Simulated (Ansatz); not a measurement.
Rows from a G0W0 calculation on ZrSe2 (1T monolayer) (Ansatz 0.2.0; G0W0 on LDA, plane waves, PAW; 6×6×1 mesh, 172 empty bands, screening to 36 eV), in eV. Spin-orbit coupling is left out.

```csv
row,k,band,start,Σx,Σc at the solution,Vxc
A,Γ,c1,-4.681,-10.685,-4.675,-16.299
B,Γ,v1,-5.680,-17.560,1.666,-16.123
C,"(0.000, -0.500, 0.000)",c2,-3.049,-11.093,-5.966,-18.098
D,"(0.000, -0.500, 0.000)",v1,-6.782,-17.556,2.186,-15.456
E,"(0.000, -0.500, 0.000)",c1,-5.387,-10.311,-3.843,-15.016
F,"(0.000, -0.500, 0.000)",v2,-7.295,-17.089,2.448,-14.639
```

**Question.** Work out each quasiparticle level and how far it moved.

The quasiparticle equation reads E = start + Σx + Σc(E) − Vxc.

```csv
row,E (eV),shift (eV)
A,-3.742,+0.939
B,-5.450,+0.229
C,-2.010,+1.039
D,-6.697,+0.085
E,-4.525,+0.862
F,-7.297,−0.002
```

Limits: not at the basis limit; coarse mesh for a sheet; no spin-orbit coupling.

[Paths, hosts, dates, memory and timing lines, banners, echoed tables and standing remarks are left out of the program output.]

[Logs are printed without paths, hosts, clocks, repeated set-up lines and the standing remarks that a program may print on its own settings, such as how far it seeks lower states.]

[Runs of the session that timed out or met a known fault of the program may be left out.]

[Cells called generated may have been cut or substituted from an entry of the Crystallography Open Database or the Materials Project.]

[Hosts, paths, dates, database ids (printed as entryN), source tags and the programs' standing remarks are cut or masked in the printed files.]
